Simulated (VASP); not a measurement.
**BaTiO3: single point with PBEsol**

Crystal: BaTiO3.

```
Ba Ti O
1.0
     3.87113    0.00000    0.00000
     0.00000    3.87113    0.00000
     0.00000    0.00000    3.87113
Ba Ti O
1 1 3
Direct
  0.00000 0.00000 0.00000
  0.50000 0.50000 0.50000
  0.50000 0.50000 0.00000
  0.00000 0.50000 0.50000
  0.50000 0.00000 0.50000
```

| Property | Result |
| --- | --- |
| Program | VASP 6.6.1 |
| Task | single point |
| Functional | PBEsol |
| Potentials or basis | VASP PAW PBE potentials, release 64 (Ba_sv, Ti_sv, O) |
| Cutoff | 520 eV |
| k mesh | 6 × 6 × 6 |
| Occupations | gaussian, width 0.1 eV |
| Spin | no spin polarisation |
| Dipole correction | no |
| Further INCAR settings | ALGO = Normal; EDIFF = 1e-06; NBANDS = 28 |

The pressure is 18.8 GPa and the band gap on the k mesh is 1.88 eV, indirect (least direct gap 1.91 eV).

Levels at points of the mesh, in eV from the valence-band top:
```csv
k point,band 16,band 17,band 18,band 19,band 20,band 21,band 22,band 23,band 24,band 25
"(0.00, 0.00, 0.00)",-1.28,-1.28,-0.03,-0.03,-0.03,1.88,1.88,1.88,4.62,4.62
"(0.50, 0.00, 0.00)",-2.10,-1.96,-1.96,-0.70,-0.70,2.10,4.01,4.01,4.68,6.98
"(0.50, 0.50, 0.00)",-3.13,-1.67,-0.79,-0.79,-0.11,4.02,4.02,4.47,5.67,8.37
"(0.50, 0.50, 0.50)",-2.33,-2.33,0.00,0.00,0.00,4.83,4.83,4.83,7.10,7.10
```

Wall time 26 s on 1 thread of Intel(R) Xeon(R) Platinum 8488C (Sapphire Rapids), with other jobs on the host, peak memory 0.18 GiB.

Caveat: so large a pressure means that the cell lies far from this level's equilibrium, or that cutoff or potentials fall short; the potentials were made for another functional, which shifts forces and pressure; spin-orbit coupling is left out, which moves the levels of the heavy elements. A k mesh can miss the band edges.
